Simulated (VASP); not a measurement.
# Sn (Im-3m) in VASP: single point with PBE+D3(BJ)

Aim: the single point of Sn with PBE+D3(BJ).

Everything below comes from runs of VASP 6.6.1. Logs are shortened: lines on timing, memory, paths and dates and some standing lists are left out, and cuts for length are marked.

### 1 The structure

It takes space group Im-3m (No. 229, cubic). The conventional cell has a = 3.789 Å, b = 3.789 Å, c = 3.789 Å, α = 90.00°, β = 90.00°, γ = 90.00°. Around Sn (site symmetry m-3m) lie 8 Sn at 3.28 Å.

This isn't the form of Sn at room conditions, which is tetragonal (white tin).

### 2 Single point, PBE+D3(BJ)

File INCAR:

```
PREC = Accurate
ENCUT = 520
EDIFF = 1E-7
ISMEAR = 0
SIGMA = 0.1
LREAL = False
LASPH = True
NELM = 100
ALGO = Normal
ISIF = 2
LWAVE = False
LCHARG = False
GGA = PE
IVDW = 12
NBANDS = 13
```

File KPOINTS:

```
Automatic mesh
0
Gamma
  6 6 6
```

File POSCAR:

```
Sn
1.0
   -1.8946518192      1.8946518192      1.8946518192
    1.8946518192     -1.8946518192      1.8946518192
    1.8946518192      1.8946518192     -1.8946518192
Sn
1
Direct
    0.0000000000      0.0000000000      0.0000000000
```

Potentials or basis: VASP PAW PBE potentials, release 64 (Sn_d).

On the command line:

```console
cat potpaw_PBE.64/Sn_d/POTCAR > POTCAR
mpirun -np 1 vasp_std > vasp.out
```

OUTCAR:

```text
PREC = Accurate
   ENCUT = 520
   EDIFF = 1E-7
   ISMEAR = 0
   LREAL = False
   LASPH = True
   NELM = 100
   ISIF = 2
   GGA = PE
   IVDW = 12
 IVDW          = 12

 ion  position               nearest neighbor table
   1  0.000  0.000  0.000-

  LATTYP: Found a body centered cubic cell.
 ALAT       =     3.7893036384

  Lattice vectors:

 A1 = (  -1.8946518192,   1.8946518192,   1.8946518192)
 A2 = (   1.8946518192,  -1.8946518192,   1.8946518192)
 A3 = (   1.8946518192,   1.8946518192,  -1.8946518192)

Analysis of symmetry for initial positions (statically):
=====================================================================
 Subroutine PRICEL returns:
 Original cell was already a primitive cell.

 Routine SETGRP: Setting up the symmetry group for a
 body centered cubic supercell.

 Subroutine GETGRP returns: Found 48 space group operations
 (whereof 48 operations were pure point group operations)
 out of a pool of 48 trial point group operations.

The static configuration has the point symmetry O_h .

Analysis of symmetry for dynamics (positions and initial velocities):
=====================================================================
 Subroutine PRICEL returns:
 Original cell was already a primitive cell.

 Routine SETGRP: Setting up the symmetry group for a
 body centered cubic supercell.

 Subroutine GETGRP returns: Found 48 space group operations
 (whereof 48 operations were pure point group operations)
 out of a pool of 48 trial point group operations.

The dynamic configuration has the point symmetry O_h .

 Subroutine INISYM returns: Found 48 space group operations
 (whereof 48 operations are pure point group operations),
 and found     1 'primitive' translations

----------------------------------------------------------------------------------------

                                     Primitive cell

  volume of cell :      27.2050

  direct lattice vectors                    reciprocal lattice vectors
    -1.894651819  1.894651819  1.894651819     0.000000000  0.263900731  0.263900731
     1.894651819 -1.894651819  1.894651819     0.263900731  0.000000000  0.263900731
     1.894651819  1.894651819 -1.894651819     0.263900731  0.263900731  0.000000000

  length of vectors
     3.281633214  3.281633214  3.281633214     0.373211993  0.373211993  0.373211993

  position of ions in fractional coordinates (direct lattice)
     0.000000000  0.000000000  0.000000000

  ion indices of the primitive-cell ions
   primitive index   ion index
                 1           1

----------------------------------------------------------------------------------------

 KPOINTS: Automatic mesh

Automatic generation of k-mesh.
 Grid dimensions read from file:
 generate k-points for:    6    6    6

 Generating k-lattice:

  Cartesian coordinates                     Fractional coordinates (reciprocal lattice)
     0.000000000  0.043983455  0.043983455     0.166666667  0.000000000  0.000000000
     0.043983455  0.000000000  0.043983455     0.000000000  0.166666667  0.000000000
     0.043983455  0.043983455  0.000000000     0.000000000  0.000000000  0.166666667

  Length of vectors
     0.062201999  0.062201999  0.062201999

  Shift w.r.t. Gamma in fractional coordinates (k-lattice)
     0.000000000  0.000000000  0.000000000

 Subroutine IBZKPT returns following result:
 ===========================================

 Found     16 irreducible k-points:

 Following reciprocal coordinates:
            Coordinates               Weight
  0.000000  0.000000  0.000000      1.000000
  0.166667  0.000000  0.000000     12.000000
  0.333333  0.000000  0.000000     12.000000
  0.500000  0.000000  0.000000      6.000000
  0.166667  0.166667  0.000000     24.000000
  0.333333  0.166667  0.000000     48.000000
[... 8 lines left out ...]
  0.500000  0.500000  0.333333     12.000000
  0.500000  0.500000  0.500000      1.000000
   k-points           NKPTS =     16   k-points in BZ     NKDIM =     16   number of bands    NBANDS=     13
   number of dos      NEDOS =    301   number of ions     NIONS =      1
   total plane-waves  NPLWV =  13824
   dimension x,y,z NGX =    24 NGY =   24 NGZ =   24
   dimension x,y,z NGXF=    48 NGYF=   48 NGZF=   48
   ions per type =               1
   NGX,Y,Z   is equivalent  to a cutoff of  12.16, 12.16, 12.16 a.u.
   NGXF,Y,Z  is equivalent  to a cutoff of  24.32, 24.32, 24.32 a.u.
 SYSTEM =  unknown system
   PREC   = accura    normal or accurate (medium, high low for compatibility)
   ISTART =      0    job   : 0-new  1-cont  2-samecut
   ICHARG =      2    charge: 1-file 2-atom 10-const
   ISPIN  =      1    spin polarized calculation?
   LNONCOLLINEAR =      F non collinear calculations
   LSORBIT =      F    spin-orbit coupling
   LASPH  =      T    aspherical Exc in radial PAW
   ENCUT  =  520.0 eV  38.22 Ry    6.18 a.u.   6.10  6.10  6.10*2*pi/ulx,y,z
   NELM   =    100;   NELMIN=  2; NELMDL= -5     # of ELM steps
   EDIFF  = 0.1E-06   stopping-criterion for ELM
   LREAL  =      F    real-space projection
   EDIFFG = 0.1E-05   stopping-criterion for IOM
   NSW    =      0    number of steps for IOM
   IBRION =     -1    ionic relax: 0-MD 1-quasi-New 2-CG
   NFREE  =      0    steps in history (QN), initial steepest desc. (CG)
   ISIF   =      2    stress and relaxation
   ISYM   =      2    0-nonsym 1-usesym 2-fastsym
   POTIM  = 0.5000    time-step for ionic-motion
   TEBEG  =    0.0;   TEEND  =   0.0 temperature during run
   PSTRESS=    0.0 pullay stress
   NELECT =      14.0000    total number of electrons
   NUPDOWN=      -1.0000    fix difference up-down
   EMIN   =  10.00;   EMAX   =-10.00  energy-range for DOS
   EFERMI =   0.00;   METHOD = LEGACY
   ISMEAR =     0;   SIGMA  =   0.10  broadening in eV -4-tet -1-fermi 0-gaus
   EFERMI_NEDOS =   21; number of points for ismear=-14 and -15
   IALGO  =     38    algorithm
   IMIX   =      4    mixing-type and parameters
     AMIX     =   0.40;   BMIX     =  1.00
     AMIX_MAG =   1.60;   BMIX_MAG =  1.00
  volume/ion in A,a.u.               =      27.20       183.59
  Fermi-wavevector in a.u.,A,eV,Ry     =   1.311902  2.479136 23.416813  1.721087
  Thomas-Fermi vector in A             =   2.442332
   LORBIT       =      0    0 simple, 1 ext, 2 COOP (PROOUT), +10 PAW based schemes
   GGA     = PE    functional components
   LHFCALC =     F    Hartree Fock is set to
   AEXX    =    0.0000 exact exchange contribution
   IVDW    =    12    specifies the selected vdW correction
   LEPSILON=     F    determine dielectric tensor
   LRPA    =     F    only Hartree local field effects (RPA)
 non-spin polarized calculation
 Gauss-broadening in eV      SIGMA  =   0.10
  energy-cutoff  :      520.00
  volume of cell :       27.20
 maximum number of plane-waves:       746
   NGX = 13   NGY = 13   NGZ = 13

 number of electron      13.9999996 magnetization

 Free energy of the ion-electron system (eV)
  ---------------------------------------------------
  ext. energy  EPLUGINS =         0.00000000
  ---------------------------------------------------
  free energy    TOTEN  =        -3.80116473 eV

  energy without entropy =       -3.79866804  energy(sigma->0) =       -3.79991639

 E-fermi :   8.2267     XC(G=0): -10.3632

 val. band max:        7.6717741095   @ k =   0.3333   0.1667   0.1667
 cond. band min:       8.2743782738   @ k =   0.5000   0.5000   0.3333
 fundamental gap:      0.6026041644
 Fermi energy:         8.2266846461

 k-point     1 :       0.0000    0.0000    0.0000
  band No.  band energies     occupation
      1     -13.4830      2.00000
      2     -13.4830      2.00000
      3     -13.4830      2.00000
      4     -13.3452      2.00000
      5     -13.3452      2.00000
      6      -2.9998      2.00000
      7      16.0407      0.00000
      8      16.0407      0.00000
      9      16.0407      0.00000
     10      20.1936      0.00000
     11      20.1936      0.00000
     12      20.1936      0.00000
     13      20.8047      0.00000

 k-point     2 :       0.1667    0.0000    0.0000
  band No.  band energies     occupation
      1     -13.4944      2.00000
      2     -13.4678      2.00000
      3     -13.4288      2.00000
      4     -13.3568      2.00000
      5     -13.3468      2.00000
      6      -2.3939      2.00000
      7      12.2393      0.00000
      8      14.3380      0.00000
      9      15.2964      0.00000
     10      17.7770      0.00000
     11      18.1370      0.00000
     12      19.8860      0.00000
     13      21.8652      0.00000

 k-point     3 :       0.3333    0.0000    0.0000
  band No.  band energies     occupation
      1     -13.5171      2.00000
      2     -13.4581      2.00000
      3     -13.3622      2.00000
      4     -13.3498      2.00000
      5     -13.3183      2.00000
      6      -0.5861      2.00000
      7       7.0955      2.00000
      8      12.4014      0.00000
      9      14.0364      0.00000
     10      16.4509      0.00000
     11      16.7744      0.00000
     12      21.3154      0.00000
     13      22.9732      0.00000

 k-point     4 :       0.5000    0.0000    0.0000
  band No.  band energies     occupation
      1     -13.5284      2.00000
      2     -13.4661      2.00000
      3     -13.3532      2.00000
      4     -13.3512      2.00000
      5     -13.2620      2.00000
      6       1.6701      2.00000
      7       3.6625      2.00000
      8      11.6834      0.00000
      9      13.5202      0.00000
     10      16.0305      0.00000
     11      16.3266      0.00000
     12      23.0419      0.00000
     13      24.0391      0.00000

 k-point     5 :       0.1667    0.1667    0.0000
  band No.  band energies     occupation
      1     -13.4952      2.00000
      2     -13.4598      2.00000
      3     -13.3682      2.00000
      4     -13.3588      2.00000
      5     -13.3460      2.00000
      6      -1.1846      2.00000
      7       9.3135      0.00000
      8      10.9831      0.00000
      9      13.6202      0.00000
     10      18.0241      0.00000
     11      18.4677      0.00000
     12      20.9667      0.00000
     13      22.6865      0.00000
[... 129 lines left out ...]
 k-point    14 :      -0.3333    0.3333    0.3333
  band No.  band energies     occupation
      1     -13.4622      2.00000
      2     -13.4294      2.00000
      3     -13.3450      2.00000
      4     -13.3450      2.00000
      5     -13.3322      2.00000
      6       1.7529      2.00000
      7       8.8208      0.00000
      8       8.9441      0.00000
      9       8.9441      0.00000
     10      12.8896      0.00000
     11      17.7256      0.00000
     12      23.7703      0.00000
     13      24.1034      0.00000

 k-point    15 :       0.5000    0.5000    0.3333
  band No.  band energies     occupation
      1     -13.4781      2.00000
      2     -13.4659      2.00000
      3     -13.3454      2.00000
      4     -13.3150      2.00000
      5     -13.2773      2.00000
      6       3.7986      2.00000
      7       6.0226      2.00000
      8       8.2744      0.50000
      9       9.5226      0.00000
     10      13.5274      0.00000
     11      14.5095      0.00000
     12      23.3742      0.00000
     13      24.3225      0.00000

 k-point    16 :       0.5000    0.5000    0.5000
  band No.  band energies     occupation
      1     -13.5028      2.00000
      2     -13.5028      2.00000
      3     -13.2825      2.00000
      4     -13.2825      2.00000
      5     -13.2825      2.00000
      6       5.6058      2.00000
      7       7.6042      2.00000
      8       7.6042      2.00000
      9       7.6042      2.00000
     10      11.9146      0.00000
     11      11.9146      0.00000
     12      26.2759      0.00000
     13      28.8950      0.00000

------------------------ aborting loop because EDIFF is reached ----------------------------------------

 Edisp (eV)   -0.38443

 E8    (eV) :    -0.1845

  FORCE on cell =-STRESS in cart. coord.  units (eV):
  Direction    XX          YY          ZZ          XY          YZ          ZX
  --------------------------------------------------------------------------------------
  -------------------------------------------------------------------------------------
  Total      -0.26934    -0.26934    -0.26934     0.00000     0.00000    -0.00000
  in kB     -15.86248   -15.86248   -15.86248     0.00000     0.00000    -0.00000
  external pressure =      -15.86 kB  Pullay stress =        0.00 kB

 VOLUME and BASIS-vectors are now :
 -----------------------------------------------------------------------------
  energy-cutoff  :      520.00
  volume of cell :       27.20
      direct lattice vectors                 reciprocal lattice vectors
    -1.894651819  1.894651819  1.894651819     0.000000000  0.263900731  0.263900731
     1.894651819 -1.894651819  1.894651819     0.263900731  0.000000000  0.263900731
     1.894651819  1.894651819 -1.894651819     0.263900731  0.263900731  0.000000000

 POSITION                                       TOTAL-FORCE (eV/Angst)
 -----------------------------------------------------------------------------------
      0.00000      0.00000      0.00000        -0.000000     -0.000000     -0.000000
 -----------------------------------------------------------------------------------
    total drift:                               -0.000000     -0.000000      0.000000

  FREE ENERGIE OF THE ION-ELECTRON SYSTEM (eV)
  ---------------------------------------------------
  free  energy   TOTEN  =        -4.1855989102 eV

  energy  without entropy=       -4.1831022216  energy(sigma->0) =       -4.18435057
```

It took 4.9 s on 1 thread of AMD EPYC 7R13 (Zen 3), shared host; peak memory 0.11 GiB.

What came out:

```yaml
Free_energy: -4.1856 eV
Pressure: -1.6 GPa
Band_gap_on_the_k_mesh: none (metal or under the smearing width)
Dispersion_energy_per_atom: -0.384 eV
```

Caveat: the k mesh is coarse (spacing up to 0.39 Å⁻¹), so the values aren't converged; pairwise dispersion overbinds metals, which lowers pressure and volume.
